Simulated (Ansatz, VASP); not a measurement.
# Ti: VASP beside Ansatz

Contents of INCAR:

```
PREC     = Accurate       # precision mode
ENCUT    = 520            # plane-wave cutoff, eV
EDIFF    = 1E-6           # SCF threshold, eV
ISMEAR   = -1             # smearing method
SIGMA    = 0.1            # smearing width, eV
LREAL    = F              # projectors in reciprocal space
LASPH    = T              # aspherical terms in the spheres
NELM     = 60             # most SCF steps
ALGO     = Normal         # electronic algorithm
ISIF     = 2              # what is computed and relaxed
LWAVE    = F              # write WAVECAR
LCHARG   = F              # write CHGCAR
GGA      = PS             # functional
NBANDS   = 19             # bands
```

File KPOINTS:

```
regular mesh
0
Gamma
  11 11 11
```

The input POSCAR:

```
Ti
1.0
    0.0000000000      2.6910224086      2.6910224086
    2.6910224086      0.0000000000      2.6910224086
    2.6910224086      2.6910224086      0.0000000000
Ti
2
Direct
    0.1250000000      0.1250000000      0.1250000000
    0.8750000000      0.8750000000      0.8750000000
```

Input for Ansatz:

```yaml
crystal:
  lattice:
    - [0.0, 2.6910224086, 2.6910224086]
    - [2.6910224086, 0.0, 2.6910224086]
    - [2.6910224086, 2.6910224086, 0.0]
  atoms:
    - { symbol: Ti, position: [0.125, 0.125, 0.125] }
    - { symbol: Ti, position: [0.875, 0.875, 0.875] }
hamiltonian:
  xc: pbesol
  pseudopotentials:
    kind: paw
    azcp:
      Ti: "pseudopotentials/Ti.paw.azcp"
basis:
  ecutwfc: 420
  fft_grid_basis: typed
kpoints:
  mp_grid: { grid: [11, 11, 11], shift: [0, 0, 0] }
magnetization:
  spin_polarized: false
scf:
  occupations: { method: fermi_dirac, width: 0.1 }
  lower_state_search: "off"
output:
  stress: true
```

Alike in both runs: task single point; functional PBEsol; k mesh 11 × 11 × 11; occupations fermi-dirac, width 0.1 eV; no spin polarisation.

|  | VASP | Ansatz |
| --- | --- | --- |
| version | VASP 6.6.1 | Ansatz 0.2.0 |
| potentials or method | VASP PAW PBE potentials, release 64 (Ti_sv) | plane waves (420 eV) with PAW, scalar-relativistic |
| plane-wave cutoff (eV) | 520 | 420 |
| valence electrons in the cell | 24 | 24 |

|  | VASP | Ansatz | Ansatz less VASP |
| --- | --- | --- | --- |
| pressure (GPa) | 3.5 | 3.1 | -0.42 |

Ansatz warned: «pseudo_functional_mismatch».

Caveats: the PAW data sets were made with another functional, which shifts forces and pressure a little (VASP).
